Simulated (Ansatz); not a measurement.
Pd:

```
CELL_PARAMETERS angstrom
0.00000 1.94650 1.94650
1.94650 0.00000 1.94650
1.94650 1.94650 0.00000
ATOMIC_POSITIONS crystal
Pd 0.00000 0.00000 0.00000
```

```yaml
Program: Ansatz 0.2.0
Task: relaxation of cell and atoms
Functional: LDA
Potentials_or_basis: all-electron LAPW, scalar-relativistic
Basis_error_allowed: 0.001 eV/atom
k_mesh: 12 × 12 × 12
Occupations: fermi-dirac, width 0.05 eV
Spin: no spin polarisation
```

At the start: volume 14.75 Å³/atom.

**Question.** How do energy, volume and symmetry change on relaxing?

**Answer.** Over 6 steps the energy falls by 17.6 meV/atom and the volume is 14.13 Å³/atom (-4.2 %); space group Fm-3m (No. 225, to 0.05 Å).

Step by step:
```csv
step,energy change (eV),largest force (eV/Å),volume (Å³)
1,0.0000,0.0000,14.75
2,-0.0041,0.0000,13.63
3,-0.0175,0.0000,14.18
4,-0.0176,0.0000,14.14
5,-0.0176,0.0000,14.13
6,-0.0176,0.0000,14.13
```

Final structure:
```yaml
crystal:
  lattice:
    - [0.00000, 1.91890, 1.91890]
    - [1.91890, 0.00000, 1.91890]
    - [1.91890, 1.91890, 0.00000]
  atoms:
    - { symbol: Pd, position: [0.00000, 0.00000, 0.00000] }
```
